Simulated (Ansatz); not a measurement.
# Ti2NOS MXene monolayer in a perpendicular field, part 2 of 2

What dipole does a perpendicular field induce in the Ti2NOS MXene monolayer? A positive field points along +c.

Ansatz 0.2.0; plane-wave DFT, PBE-D3(BJ), Ansatz PAW.

So far. Step 2 (Relaxation): The lattice constant a goes from 3.029 to 3.053 Å.

### Step 3. Single point, field 0, start network

A sawtooth potential applies the field, turning back in the middle of the vacuum. With the dipole correction the typed value is the field outside the slab. The induced dipole is small, so the SCF threshold is tight.

The cell differs from the one that the last finished run ended in (c 41.626 → 22.932 Å).

input.yaml reads:

```yaml
crystal:
  lattice:
    - [3.0527350856, 0.0, 0.0]
    - [-1.5263675428, 2.6437461351, 0.0]
    - [0.0, 0.0, 22.932293104]
  atoms:
    - { symbol: S, position: [0.3333333333, 0.6666666667, 0.392459662] }
    - { symbol: Ti, position: [0.6666666667, 0.3333333333, 0.4612819924] }
    - { symbol: "N", position: [0.0, 0.0, 0.5136442157] }
    - { symbol: Ti, position: [0.3333333333, 0.6666666667, 0.5676976684] }
    - { symbol: O, position: [0.6666666667, 0.3333333333, 0.607540338] }
kpoints:
  mp_grid: { grid: [18, 18, 1] }
  band_path:
    path: [[0, 0, 0], [0.5, 0, 0], [0.33333333, 0.33333333, 0], [0, 0, 0]]
    npoints: 16
hamiltonian:
  xc: pbe
  dispersion: d3bj
scf:
  occupations: { method: fermi_dirac, width: 0.02585 }
  convergence: { dr2_threshold: 1.0e-10 }
efield:
  axis: 3
  dipole_correction: true
  ramp_position: 0.97
  ramp_width: 0.06
  amplitude: 0
output:
  dos: { projected: true, e_range: [-6, 5] }
  write_potential: true
  write_density: true
  volumetric_format: npy
  elf: true
```

Run with:

```bash
ansatz run input.yaml --threads 2 --pin off --max-ram 3072MiB --backend cpu --events-out ev --progress --plain --runs-dir out
```

Numbers of over 12 decimals in the logs are rounded to 6 here.

Output:

```text
[...]
Crystal: 5 atoms, lattice volume = 185.079 Å³
Basis set: ecut = 420 eV, 3617 PW (Γ)
Bands: 26, of which v1, the nominal top of the filled ones, is band 21 counted from 1 (20 counted from 0)
Symmetry: 6 space group operations
[...]
k-points: 37 of 324 (time reversal used)
[...]
SCF iter   1: F=—  HF=-6861.268408 eV  |F-HF|=—  |Δ(HF+E_count)|=         —  Δρ=5.63e-3  dr2=2.75e-1  ethr=1.77e-3  p=0.018 e·Å  D=1.77e-2 V/Å  ΔV_dip=-0.40 eV  dr2_dipole=5.20e-2  V_vac-E_F(+/−)=5.32/5.72 eV  ⟨swp⟩=7.5  Hψ=4950  notcnv=0
efield: sawtooth ramp at fractional position 0.9700 (set: `efield.ramp_position`, or a place that a band, a saddle search or an elastic batch's reference lends), width 0.0600; the density the first Hamiltonian is built on has a dipole p = 0.018 e·Å; the dipole correction subtracts the counter field D = 1.77e-2 V/Å, which shifts the + side's vacuum level by -0.40 eV against the − side's; the planar-averaged density in the ramp window peaks in size at 1.4e-5 e/Å³
[...]
SCF iter   2: F=—  HF=-6861.256295 eV  |F-HF|=—  |Δ(HF+E_count)|=   1.21e-2  Δρ=5.41e-3  dr2=7.54e-2  ethr=6.72e-4  p=-0.006 e·Å  D=-5.93e-3 V/Å  ΔV_dip=0.14 eV  dr2_dipole=1.32e-3  V_vac-E_F(+/−)=5.77/5.63 eV  ⟨swp⟩=2.7  Hψ=1754  notcnv=0  defer=28
[...]
SCF iter  11: F=-6861.244166 eV  HF=-6861.244166 eV  |F-HF|=4.37e-11  |Δ(HF+E_count)|=  1.27e-11  Δρ=6.07e-8  dr2=9.95e-12  ethr=1.00e-12  p=-0.002 e·Å  D=-1.84e-3 V/Å  ΔV_dip=0.04 eV  dr2_dipole=1.50e-14  V_vac-E_F(+/−)=5.65/5.61 eV  ⟨swp⟩=2.0  Hψ=1569  notcnv=0
SCF 1 converged in 11 iterations: F = -6861.244166 eV  dr2 = 9.95e-12
[...]
NSCF: frozen V_eff on 49 k-points
efield: sawtooth ramp at fractional position 0.9700 (kept from the solve that this one continues, or follows in the run), width 0.0600; the density the first Hamiltonian is built on has a dipole p = -0.002 e·Å; the dipole correction subtracts the counter field D = -1.84e-3 V/Å, which shifts the + side's vacuum level by +0.04 eV against the − side's; the planar-averaged density in the ramp window peaks in size at 3.1e-6 e/Å³
[...]
SCF converged after 11 iterations
Free energy (F): -6861.244166 eV
[...]
Internal energy: -6861.240389 eV  (E = F + TS)
E sigma→0 (E₀):  -6861.242278 eV
Entropy (-TS):   -0.003777 eV (-0.755 meV/atom)
Fermi energy:    0.169413 eV
Dipole field:    D = -0.001837 V/Å  (p = -0.001879 e·Å, saw-weighted, corrected)
Work function:   Φ+ = 5.6542 eV   Φ− = 5.6121 eV
Levels:          The Fermi level and band energies are counted from a zero that moves with the ramp; work functions are not
[...]
--- Band table (eV; the first three rows and the last of 37) ---
  k-point 0: bands = [... 17 lower, -2.1970, 0.1154, 0.1154, 0.2814, 0.2814, 0.6860, 1.4964, 1.4964, ... 1 higher]
  k-point 1: bands = [... 17 lower, -2.1298, -0.2933, -0.1490, 0.3862, 0.5587, 0.8405, 1.4921, 1.5181, ... 1 higher]
  k-point 2: bands = [... 17 lower, -2.1575, -0.8238, -0.4220, 0.2623, 0.8268, 1.1042, 1.5267, 1.6344, ... 1 higher]
  k-point 36: bands = [... 17 lower, -3.7741, -3.3638, -2.5758, 0.9682, 1.0027, 1.7685, 2.1034, 2.3894, ... 1 higher]
```

Elapsed: 31 s, on 2 threads of Intel Xeon at 2.50GHz (Skylake/Cascade Lake), shared host; peak memory 0.54 GiB; 60 s of CPU time.

Numbers from this step:

- energy at zero smearing: -6861.2423 eV
- work function, upper face: 5.654 eV
- work function, lower face: 5.612 eV
- dipole along the normal: -0.001879 e·Å
- step between the vacuum levels: 0.04212 eV

Running mean over a fixed 2.7 Å (it still follows the layers) of the planar mean; the ramp of the sawtooth is left out. The electron's electrostatic potential energy less the Fermi level by z:

```tsv
z (Å)	electron's electrostatic potential energy less the Fermi level (eV)
3.5	5.61
4.0	5.61
4.5	5.61
5.0	5.61
5.5	5.61
6.0	5.58
6.5	5.44
7.0	4.77
7.5	2.70
8.0	0.111
8.5	-2.08
9.0	-4.68
9.5	-7.57
10.0	-8.87
10.5	-9.07
11.0	-9.24
11.5	-9.89
12.0	-10.1
12.5	-10.3
13.0	-9.76
13.5	-7.60
14.0	-5.02
14.5	-1.75
15.0	1.58
15.5	4.28
16.0	5.44
16.5	5.62
17.0	5.65
17.5	5.65
18.0	5.65
18.5	5.65
19.0	5.65
19.5	5.65
```

The density of states has structure finer than the step of the table below, so its rows give means over 0.25 eV, whole bins alone (the curve runs from -6 to 1.55 eV). Peaks (eV: height): -5.670: 10.4, -5.170: 11.6, -4.980: 9.37, -4.040: 14.7, -3.680: 9.66, -2.500: 9.23, 1.440: 12.1.

Table of density of states by energy, zero at the Fermi level; means over each step:

```tsv
energy (eV)	density of states (states/eV a cell)
-5.75	6.74
-5.50	1.51
-5.25	6.14
-5.00	5.49
-4.75	3.18
-4.50	3.81
-4.25	2.78
-4.00	6.08
-3.75	6.05
-3.50	4.63
-3.25	1.85
-3.00	1.02
-2.75	1.96
-2.50	3.94
-2.25	1.77
-2.00	1.27
-1.75	1.25
-1.50	1.47
-1.25	1.57
-1.00	0.977
-0.75	0.929
-0.50	1.49
-0.25	1.68
0.00	2.40
0.25	1.70
0.50	1.50
0.75	2.77
1.00	3.67
1.25	4.82
```

Projected DOS per atom over height of the atomic layer and energy from the Fermi level. Layers: S Ti N Ti O from below.

Ten even steps from '0' (0.01 states/eV) to '9' (4.06 states/eV), each cell a mean:
```
04090
02050
01030
00010
01020
01010
01000
10000
21000
20000
20000
40100
30000
10000
11203
11304
11204
21102
11212
21324
00112
00323
```
Columns: height of the atomic layer (Å) from 9 to 13.9 (not evenly spaced); rows upwards: energy from the Fermi level (eV) from -5.96 to 1.51.

The electronic bands at the labelled points (eV, zero at the Fermi level):

```tsv
point	band 17	band 18	band 19	band 20	band 21	band 22	band 23	band 24
Γ	-3.31	-2.37	-0.05	-0.05	0.11	0.11	0.52	1.33
halfway	-3.59	-3.48	-2.09	-1.01	-0.38	0.98	1.26	1.51
M	-4.10	-3.88	-2.48	-1.26	-0.76	1.07	1.52	1.70
halfway	-4.12	-3.66	-2.94	-2.38	0.12	1.22	1.35	1.86
K	-4.17	-3.94	-3.53	-2.75	0.80	0.83	1.60	1.93
halfway	-3.77	-3.32	-2.43	-1.64	0.21	0.59	1.57	1.66
Γ	-3.31	-2.37	-0.05	-0.05	0.11	0.11	0.52	1.33
```

Electrostatic potential energy in the ca plane at fractional y = 0.333, with atoms of Ti and O within 0.2 Å of it. With pseudopotentials it is smooth inside the atoms' cores, unlike the true potential.

Values in eV, 5 rows by 16 columns, each cell a mean:
```
  6   6   6   6   5   3  -4 -27 -10  -1 -11  -4   6   6   6   6
  6   6   6   6   6   4  -8 -36 -17   0 -25 -18   6   6   6   6
  6   6   6   6   5   3  -4 -27 -10  -2 -12  -5   6   6   6   6
  6   6   6   6   5  -1  -4  -4  -2  -8  -8   3   6   6   6   6
  6   6   6   6   5  -1  -4  -3  -2  -8  -8   3   6   6   6   6
```
Columns run along c (16.0 Å, from fractional 0.14 to 0.84 of the cell; values clipped at the 3rd and 97th percentile), rows up along a (3.1 Å). Atoms in or near the plane, at fractional coordinates: Ti at (0.46, 0.67), O at (0.61, 0.67).

Valence density in the ca plane at fractional y = 0.333, with atoms of Ti and O within 0.2 Å of it. It is the smooth field of the valence electrons, not physical close to the nuclei.

Ten steps, logarithmic in the rise over the least value, from '0' (0.00 × 1e0 e/Å³) to '9' (9.27 × 1e0 e/Å³), each cell a mean:
```
00000000000000123334664322234553100000000000
00000000000000112237997322236886310000000000
00000000000000011248998421247997310000000000
00000000000000112237986322235786310000000000
00000000000000123334554332234443100000000000
00000000000001234433223333333221000000000000
00000000000001234432223444443210000000000000
00000000000001234433223333333321000000000000
```
Columns run along c (16.0 Å, from fractional 0.14 to 0.84 of the cell), rows up along a (3.1 Å). Atoms in or near the plane, at fractional coordinates: Ti at (0.46, 0.67), O at (0.61, 0.67).

ELF in the ca plane at fractional y = 0.333, with atoms of Ti and O within 0.2 Å of it. It is the smooth field of the valence electrons, not physical close to the nuclei.

Values, 5 rows by 16 columns, each cell a mean:
```
0.00 0.01 0.12 0.40 0.32 0.44 0.23 0.20 0.72 0.60 0.08 0.00 0.00 0.00 0.00 0.00
0.00 0.00 0.02 0.12 0.32 0.36 0.15 0.33 0.62 0.73 0.14 0.00 0.00 0.00 0.00 0.00
0.00 0.01 0.13 0.40 0.33 0.44 0.22 0.20 0.71 0.60 0.08 0.00 0.00 0.00 0.00 0.00
0.00 0.05 0.45 0.75 0.54 0.20 0.56 0.17 0.20 0.15 0.01 0.00 0.00 0.00 0.00 0.00
0.00 0.05 0.47 0.77 0.55 0.20 0.57 0.16 0.17 0.14 0.01 0.00 0.00 0.00 0.00 0.00
```
Columns run along c (16.0 Å, from fractional 0.24 to 0.94 of the cell), rows up along a (3.1 Å). Atoms in or near the plane, at fractional coordinates: Ti at (0.46, 0.67), O at (0.61, 0.67).

The work function of the upper face is 5.65 eV.

### Step 4. Atoms held, field 0.1 V/Å

Changes to input.yaml since step 3:

```diff
@@ -25,7 +25,6 @@
   dipole_correction: true
-  ramp_position: 0.97
-  ramp_width: 0.06
-  amplitude: 0
+  ramp_position: 0.9346
+  ramp_width: 0.1308
+  amplitude: 0.1
 output:
-  dos: { projected: true, e_range: [-6, 5] }
   write_potential: true
@@ -33,2 +32 @@
   volumetric_format: npy
-  elf: true
```

Output:

```text
[...]
Crystal: 5 atoms, lattice volume = 185.079 Å³
Basis set: ecut = 420 eV, 3617 PW (Γ)
Bands: 26, of which v1, the nominal top of the filled ones, is band 21 counted from 1 (20 counted from 0)
Symmetry: 6 space group operations
[...]
k-points: 37 of 324 (time reversal used)
[...]
k-point 0: bands = [... 17 lower, -2.2205, 0.0950, 0.0950, 0.2653, 0.2653, 0.6676, 1.4781, 1.4781, ... 1 higher]
  k-point 1: bands = [... 17 lower, -2.1523, -0.3141, -0.1688, 0.3692, 0.5420, 0.8230, 1.4734, 1.4997, ... 1 higher]
  k-point 2: bands = [... 17 lower, -2.1782, -0.8472, -0.4427, 0.2455, 0.8108, 1.0873, 1.5079, 1.6158, ... 1 higher]
  k-point 36: bands = [... 17 lower, -3.7904, -3.3755, -2.6055, 0.9544, 0.9869, 1.7532, 2.0830, 2.3680, ... 1 higher]
[key lines of the parts left out:]
SCF converged after 12 iterations
Free energy (F): -6861.245417 eV
Fermi energy:    0.152315 eV
Dipole field:    D = 0.026288 V/Å  (p = 0.026888 e·Å, saw-weighted, corrected)
```

Elapsed: 34 s, on 2 threads; peak memory 0.54 GiB.

The dipole is 0.0269 e·Å, 0.0288 e·Å from its value without field.

### Step 5. Atoms held, field -0.1 V/Å

Changes to input.yaml since step 4:

```diff
@@ -27,3 +27,3 @@
   ramp_width: 0.1308
-  amplitude: 0.1
+  amplitude: -0.1
 output:
```

Output:

```text
[...]
Crystal: 5 atoms, lattice volume = 185.079 Å³
Basis set: ecut = 420 eV, 3617 PW (Γ)
Bands: 26, of which v1, the nominal top of the filled ones, is band 21 counted from 1 (20 counted from 0)
Symmetry: 6 space group operations
[...]
k-points: 37 of 324 (time reversal used)
[...]
k-point 0: bands = [... 17 lower, -2.1740, 0.1351, 0.1351, 0.2970, 0.2970, 0.7038, 1.5141, 1.5141, ... 1 higher]
  k-point 1: bands = [... 17 lower, -2.1077, -0.2731, -0.1297, 0.4026, 0.5749, 0.8575, 1.5102, 1.5361, ... 1 higher]
  k-point 2: bands = [... 17 lower, -2.1373, -0.8010, -0.4019, 0.2787, 0.8423, 1.1205, 1.5449, 1.6525, ... 1 higher]
  k-point 36: bands = [... 17 lower, -3.7591, -3.3521, -2.5467, 0.9815, 1.0180, 1.7834, 2.1234, 2.4103, ... 1 higher]
[key lines of the parts left out:]
SCF converged after 12 iterations
Free energy (F): -6861.245792 eV
Fermi energy:    0.185981 eV
Dipole field:    D = -0.029950 V/Å  (p = -0.030633 e·Å, saw-weighted, corrected)
```

Run time: 32 s. Hardware: 2 threads; peak memory 0.53 GiB.

The dipole is -0.0306 e·Å, -0.0288 e·Å from its value without field.

### Step 6. Response, atoms held

This step: plane-wave DFT, PBE-D3(BJ), Ansatz PAW; response to a field along the normal, atoms held (Ansatz 0.2.0).

The dipoles give the slope, and the difference of two potentials shows where the field is screened.

This step gave:

| Property | Result |
| --- | --- |
| equivalent conductor thickness p/(ε₀AE) | 6.448 Å |
| distance between the outer atoms | 4.932 Å |

Table of dipole of the cell by applied field:

```tsv
applied field (V/Å)	dipole of the cell (e·Å)
-0.1000	-0.0306
0.0000	-0.00188
0.1000	0.0269
```

Local field over the applied field, running mean. From the potentials at -0.1 and 0.1 V/Å; running mean over 2.5 Å. The local field over applied field by z:

z (Å), local field over applied field and a bar:
```
     4.01      1.000 ##############################
     4.44      0.999 ##############################
     4.87      0.998 ##############################
     5.16      0.996 ##############################
     5.59      0.990 ##############################
     6.02      0.973 #############################
     6.45      0.935 ############################
     6.88      0.857 ##########################
     7.17      0.778 #######################
     7.60      0.634 ###################
     8.03      0.480 ##############
     8.46      0.322 #########
     8.89      0.183 #####
     9.32      0.090 ##
     9.60      0.054 #
    10.03      0.030 
    10.46      0.020 
    10.89      0.021 
    11.32      0.028 
    11.61      0.032 
    12.04      0.034 
    12.47      0.044 #
    12.90      0.078 ##
    13.33      0.145 ####
    13.62      0.215 ######
    14.05      0.345 ##########
    14.48      0.495 ###############
    14.91      0.648 ###################
    15.34      0.784 #######################
    15.77      0.893 ###########################
    16.05      0.940 ############################
    16.48      0.977 #############################
    16.91      0.992 ##############################
    17.34      0.997 ##############################
    17.77      0.999 ##############################
    18.06      1.000 ##############################
    18.49      1.000 ##############################
    18.92      1.000 ##############################
```

Electrons, planar mean, per unit field. Table of induced electron density by z:

z (Å), induced electron density (e/Å³ per V/Å) and a bar from the least value:
```
      4.5    0.00000 ###############
      5.0    0.00001 ###############
      5.5    0.00003 ###############
      6.0    0.00011 ###############
      6.5    0.00034 ################
      7.0    0.00096 ###################
      7.5    0.00234 ########################
      8.0    0.00379 ##############################
      8.5    0.00222 ########################
      9.0    0.00087 ##################
      9.5    0.00066 ##################
     10.0   -0.00066 ############
     10.5    0.00003 ###############
     11.0    0.00009 ###############
     11.5    0.00013 ###############
     12.0   -0.00003 ###############
     12.5   -0.00056 #############
     13.0    0.00014 ###############
     13.5   -0.00118 ##########
     14.0   -0.00161 #########
     14.5   -0.00375 
     15.0   -0.00248 #####
     15.5   -0.00094 ###########
     16.0   -0.00030 ##############
     16.5   -0.00008 ###############
     17.0   -0.00002 ###############
     17.5   -0.00001 ###############
     18.0    0.00000 ###############
     18.5    0.00000 ###############
```

By hand: between -0.1 and 0.1 V/Å the dipole changes by 0.05752 e·Å, a slope of 0.2876 e·Å²/V. A perfect conductor of thickness t has p = ε₀AEt, so t = 180.95 × 0.2876 / 8.071 = 6.45 Å (e/ε₀ = 180.95 V·Å, A in Å²).

The induced dipole is that of a conductor 6.45 Å thick.

### Step 7. What came out

- gap without field: none
- work function, upper face: 5.65 eV
- step between the vacuum levels: 0.0421 eV
- equivalent conductor thickness, atoms held: 6.45 Å

In words: The induced dipole equals that of a perfect conductor 6.45 Å thick, while the outer atoms lie 4.93 Å apart. The two faces differ: the vacuum level above lies 0.04 eV higher than the one below. There is no gap over 0.03 eV, with or without the field. The first relaxation ran with spin and lost its moment, and the later runs have none; other magnetic states were not tried. The MXene's terminations sit over the metal atoms of its far layer; the site over carbon or nitrogen, which some compounds prefer, was not run.

[Logs are printed without paths, hosts, clocks, repeated set-up lines and the standing remarks that a program may print on its own settings, such as how far it seeks lower states.]

[Hosts, paths, dates, database ids (printed as entryN), source tags and the programs' standing remarks are cut or masked in the printed files.]

[Maps of the electrostatic potential energy from Ansatz leave out the sawtooth potential of an applied field or a dipole correction, so their vacuum need not be flat; planar profiles and work functions include it.]

[The density of states shown here was stored with 400 of the rows of the run's finer table, so its peaks can read low, often by over a quarter, or be missed, and its means over a window can be off by a tenth or more.]
